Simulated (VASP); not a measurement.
# AlN in VASP: one cell, several levels of theory, part 2 of 2

The system is AlN in the rocksalt structure, a generated structure that needn't be the ground state.

VASP 6.6.1, plane waves, PAW. Earlier steps stand in the parts before.

### Step 3. r2SCAN at this geometry

Contents of INCAR:

```
ENCUT = 520.000000
SIGMA = 0.010000
EDIFF = 1.00e-07
ALGO = Normal
METAGGA = R2SCAN
PREC = Accurate
IBRION = -1
ISIF = 2
ISMEAR = 0
NBANDS = 11
NELM = 120
NSW = 0
LASPH = .TRUE.
LCHARG = .FALSE.
LWAVE = .FALSE.
LREAL = .FALSE.
```

Contents of KPOINTS:

```
KPOINTS created by Atomic Simulation Environment
0
Gamma
10 10 10
0 0 0
```

Contents of KPOINTS_OPT:

```
special points
7
Reciprocal
0.0000000000 0.0000000000 0.0000000000 1
0.5000000000 0.0000000000 0.5000000000 1
0.6250000000 0.2500000000 0.6250000000 1
0.3750000000 0.3750000000 0.7500000000 1
0.5000000000 0.5000000000 0.5000000000 1
0.5000000000 0.2500000000 0.7500000000 1
0.0000000000 0.5000000000 0.5000000000 1
```

Contents of POSCAR:

```
Al N
 1.0000000000000000
     0.0000000000000000    1.9986797676000001    1.9986797676000001
     1.9986797676000001    0.0000000000000000    1.9986797676000001
     1.9986797676000001    1.9986797676000001    0.0000000000000000
 Al  N
   1   1
Cartesian
  0.0000000000000000  0.0000000000000000  0.0000000000000000
  1.9986797676000001  1.9986797676000001  1.9986797676000001
```

Started as:

```bash
$ mpirun -np 1 vasp_std
```

Standard output, without the iteration lines:

```text
POSCAR found type information on POSCAR AlN
 POSCAR found :  2 types and       2 ions
 -----------------------------------------------------------------------------
|                                                                             |
|                                                                             |
|     You enforced a specific xc type in the INCAR file but a different       |
|     I HOPE YOU KNOW WHAT YOU ARE DOING!                                     |
|                                                                             |
 -----------------------------------------------------------------------------

 LDA part: xc-table for (None), standard interpolation
 POSCAR, INCAR and KPOINTS ok, starting setup
 FFT: planning ... GRIDC
 FFT: planning ... GRID_SOFT
 FFT: planning ... GRID
 WAVECAR not read
 entering main loop
 Start KPOINTS_OPT (optional k-point list driver)
k-point batch [1-7\7]
```

OSZICAR:

```text
N       E                     dE             d eps       ncg     rms          rms(c)
DAV:   1     0.539630901958E+01    0.53963E+01   -0.41569E+03  1042   0.643E+02
DAV:   2    -0.218223217603E+02   -0.27219E+02   -0.26357E+02  1243   0.147E+02
DAV:   3    -0.225465841909E+02   -0.72426E+00   -0.72329E+00  1275   0.222E+01
DAV:   4    -0.225493943934E+02   -0.28102E-02   -0.28101E-02  1160   0.149E+00
DAV:   5    -0.225494203889E+02   -0.25996E-04   -0.25995E-04  1202   0.134E-01    0.807E+00
DAV:   6    -0.188183560642E+02    0.37311E+01   -0.53351E+00  1100   0.126E+01    0.365E+00
DAV:   7    -0.188669053122E+02   -0.48549E-01   -0.41975E-01  1172   0.457E+00    0.208E+00
DAV:   8    -0.188857140158E+02   -0.18809E-01   -0.37770E-02  1109   0.148E+00    0.252E-01
DAV:   9    -0.188855302608E+02    0.18376E-03   -0.16704E-03  1223   0.271E-01    0.104E-01
DAV:  10    -0.188856803820E+02   -0.15012E-03   -0.25081E-04  1154   0.127E-01    0.560E-02
DAV:  11    -0.188856799251E+02    0.45686E-06   -0.50272E-05  1220   0.408E-02    0.966E-03
DAV:  12    -0.188856791626E+02    0.76249E-06   -0.16168E-06  1130   0.115E-02    0.259E-03
DAV:  13    -0.188856788926E+02    0.27007E-06   -0.29657E-07  1142   0.322E-03    0.129E-03
DAV:  14    -0.188856788315E+02    0.61027E-07   -0.35027E-08   595   0.133E-03
   1 F= -.18885679E+02 E0= -.18885679E+02  d E =-.254691E-14
       N       E                     dE             ncg
DAV:   1     0.796493623792E+03   -0.20141E+04      154
DAV:   2     0.604910014872E+03   -0.19158E+03      205
DAV:   3     0.599857274172E+03   -0.50527E+01      190
DAV:   4     0.599831268097E+03   -0.26006E-01      184
DAV:   5     0.599830925941E+03   -0.34216E-03      190
DAV:   6     0.599830920364E+03   -0.55766E-05      181
DAV:   7     0.599830920261E+03   -0.10281E-06      190
DAV:   8     0.599830920259E+03   -0.18996E-08      173
```

Parts of OUTCAR:

```text
k-points           NKPTS =     47   k-points in BZ     NKDIM =     47   number of bands    NBANDS=     11

   NELECT =       8.0000    total number of electrons

   dimension x,y,z NGX =    24 NGY =   24 NGZ =   24
   dimension x,y,z NGXF=    48 NGYF=   48 NGZF=   48

  energy-cutoff  :      520.00
  volume of cell :       15.97
      direct lattice vectors                 reciprocal lattice vectors
     0.000000000  1.998679768  1.998679768    -0.250165138  0.250165138  0.250165138
     1.998679768  0.000000000  1.998679768     0.250165138 -0.250165138  0.250165138
     1.998679768  1.998679768  0.000000000     0.250165138  0.250165138 -0.250165138

 k-points in reciprocal lattice and weights: KPOINTS created by Atomic Simulation Env
   0.00000000  0.00000000  0.00000000       0.001
   0.10000000  0.00000000  0.00000000       0.008
   0.20000000  0.00000000  0.00000000       0.008
   0.30000000  0.00000000  0.00000000       0.008
   0.40000000  0.00000000  0.00000000       0.008
   0.50000000  0.00000000  0.00000000       0.004
   0.10000000  0.10000000  0.00000000       0.006
   0.20000000  0.10000000  0.00000000       0.024
[... 39 more k-points ...]

 E-fermi :  10.2688

 k-point     1 :       0.0000    0.0000    0.0000
  band No.  band energies     occupation
      1      -8.5000      2.00000
      2      10.2212      2.00000
      3      10.2212      2.00000
      4      10.2212      2.00000
      5      17.2619      0.00000
      6      23.2486      0.00000
      7      23.2486      0.00000
      8      23.2486      0.00000
      9      29.0656      0.00000
     10      29.0656      0.00000
     11      29.1331      0.00000

 k-point     2 :       0.1000    0.0000    0.0000
  band No.  band energies     occupation
      1      -8.2844      2.00000
      2       9.1848      2.00000
      3      10.0821      2.00000
      4      10.0821      2.00000
      5      17.8715      0.00000
      6      22.4298      0.00000
      7      23.5903      0.00000
      8      23.5903      0.00000
      9      27.7768      0.00000
     10      27.7768      0.00000
     11      30.4126      0.00000

 k-point     3 :       0.2000    0.0000    0.0000
  band No.  band energies     occupation
      1      -7.6583      2.00000
      2       6.9433      2.00000
      3       9.7453      2.00000
      4       9.7453      2.00000
      5      18.3955      0.00000
      6      22.1746      0.00000
      7      23.9301      0.00000
      8      23.9301      0.00000
      9      27.1542      0.00000
     10      27.1542      0.00000
     11      29.8548      0.00000

 k-point     4 :       0.3000    0.0000    0.0000
  band No.  band energies     occupation
      1      -6.7035      2.00000
      2       4.4867      2.00000
      3       9.3718      2.00000
      4       9.3718      2.00000
      5      17.9695      0.00000
      6      23.3067      0.00000
      7      23.3067      0.00000
      8      23.4532      0.00000
      9      28.6956      0.00000
     10      28.6956      0.00000
     11      28.9402      0.00000

 k-point     5 :       0.4000    0.0000    0.0000
  band No.  band energies     occupation
      1      -5.6542      2.00000
      2       2.4345      2.00000
      3       9.0971      2.00000
      4       9.0971      2.00000
      5      17.5180      0.00000
      6      22.6570      0.00000
      7      22.6570      0.00000
      8      24.8398      0.00000
      9      28.3021      0.00000
     10      31.1319      0.00000
     11      31.1319      0.00000

 k-point     6 :       0.5000    0.0000    0.0000
  band No.  band energies     occupation
      1      -5.1189      2.00000
      2       1.5504      2.00000
      3       8.9975      2.00000
      4       8.9975      2.00000
      5      17.3571      0.00000
      6      22.4190      0.00000
      7      22.4190      0.00000
      8      25.3969      0.00000
      9      28.1111      0.00000
     10      32.6450      0.00000
     11      32.6451      0.00000

 k-point     7 :       0.1000    0.1000    0.0000
  band No.  band energies     occupation
      1      -8.2131      2.00000
      2       9.2714      2.00000
      3       9.8259      2.00000
      4       9.8259      2.00000
      5      18.1415      0.00000
      6      21.6960      0.00000
      7      23.9738      0.00000
      8      23.9738      0.00000
      9      26.0967      0.00000
     10      29.4082      0.00000
     11      31.4573      0.00000

 k-point     8 :       0.2000    0.1000    0.0000
  band No.  band energies     occupation
      1      -7.7250      2.00000
      2       7.6052      2.00000
      3       9.4183      2.00000
      4       9.5532      2.00000
      5      18.9221      0.00000
      6      20.9256      0.00000
      7      23.8916      0.00000
      8      24.5987      0.00000
      9      25.4899      0.00000
     10      28.9822      0.00000
     11      31.4058      0.00000

 k-point     9 :       0.3000    0.1000    0.0000
  band No.  band energies     occupation
      1      -6.8780      2.00000
      2       5.3196      2.00000
      3       9.0368      2.00000
      4       9.1008      2.00000
      5      18.7244      0.00000
      6      21.9498      0.00000
      7      22.6526      0.00000
      8      24.3344      0.00000
      9      27.0863      0.00000
     10      29.8466      0.00000
     11      30.6662      0.00000

 k-point    10 :       0.4000    0.1000    0.0000
  band No.  band energies     occupation
      1      -5.8387      2.00000
      2       3.1701      2.00000
      3       8.6100      2.00000
      4       8.8071      2.00000
      5      18.2767      0.00000
      6      21.7749      0.00000
      7      23.5580      0.00000
      8      23.7781      0.00000
      9      28.8912      0.00000
     10      30.2749      0.00000
     11      31.8856      0.00000

 k-point    11 :       0.5000    0.1000    0.0000
  band No.  band energies     occupation
      1      -5.0628      2.00000
      2       1.8524      2.00000
      3       8.2527      2.00000
      4       8.7876      2.00000
      5      18.0900      0.00000
      6      21.4644      0.00000
      7      22.9986      0.00000
      8      25.0177      0.00000
      9      29.4423      0.00000
     10      31.3630      0.00000
     11      32.9101      0.00000

[... the tables of k-points 12 to 47 left out ...]

  Total        0.7965581      0.7965581      0.7965581     -0.0000000      0.0000000     -0.0000000
  in kB       79.9223821     79.9223821     79.9223821     -0.0000000      0.0000000     -0.0000000
  external PRESSURE =      79.9223821 kB  Pullay stress =       0.0000000 kB

 POSITION                                       TOTAL-FORCE (eV/Angst)
 -----------------------------------------------------------------------------------
      0.00000      0.00000      0.00000         0.000000      0.000000      0.000000
      1.99868      1.99868      1.99868        -0.000000     -0.000000     -0.000000
 -----------------------------------------------------------------------------------
    total drift:                               -0.000000     -0.000000      0.000000

  FREE ENERGIE OF THE ION-ELECTRON SYSTEM (eV)
  ---------------------------------------------------
  free  energy   TOTEN  =       -18.8856788315 eV

  energy  without entropy=      -18.8856788315  energy(sigma->0) =      -18.88567883
```

Hardware: 1 MPI rank of Intel Xeon Platinum 8488C, shared host.

The levels at the points of KPOINTS_OPT are read from vasprun.xml.

Levels at the named points, in eV from the top of band v (v: the last filled band by count, c: the next):

| point | v−1 | v | c | c+1 |
| --- | --- | --- | --- | --- |
| Γ | 0.00 | 0.00 | 7.04 | 13.03 |
| X | -2.99 | -2.99 | 5.84 | 5.92 |
| U | -5.70 | -2.48 | 6.92 | 10.40 |
| K | -5.70 | -2.48 | 6.92 | 10.40 |
| L | -1.22 | -1.22 | 7.14 | 12.20 |
| W | -6.02 | -4.04 | 9.43 | 11.86 |

The r2SCAN gap is 5.84 eV and indirect (Γ to X), with 7.04 eV as the least direct one. The pressure is 7.99 GPa; the forces vanish within 0.01 eV/Å.

### Step 4. What came out

This closing draws on all 2 parts.

| level | gap (eV) | pressure (GPa) | Ansatz: gap (eV) | Ansatz: pressure (GPa) |
| --- | --- | --- | --- | --- |
| PBE | 4.94 | 14.96 | 4.97 | 15.28 |
| r2SCAN | 5.84 | 7.99 | 5.83 | 8.83 |

The gap spans 4.94 eV (PBE) to 5.84 eV (r2SCAN). The pressure is highest with PBE (15.0 GPa) and lowest with r2SCAN (8.0 GPa), which orders the cells that they would relax to. The two programs agree on the gap within 0.03 eV, far less than the spread between functionals. Datasets and cutoffs are each program's own.
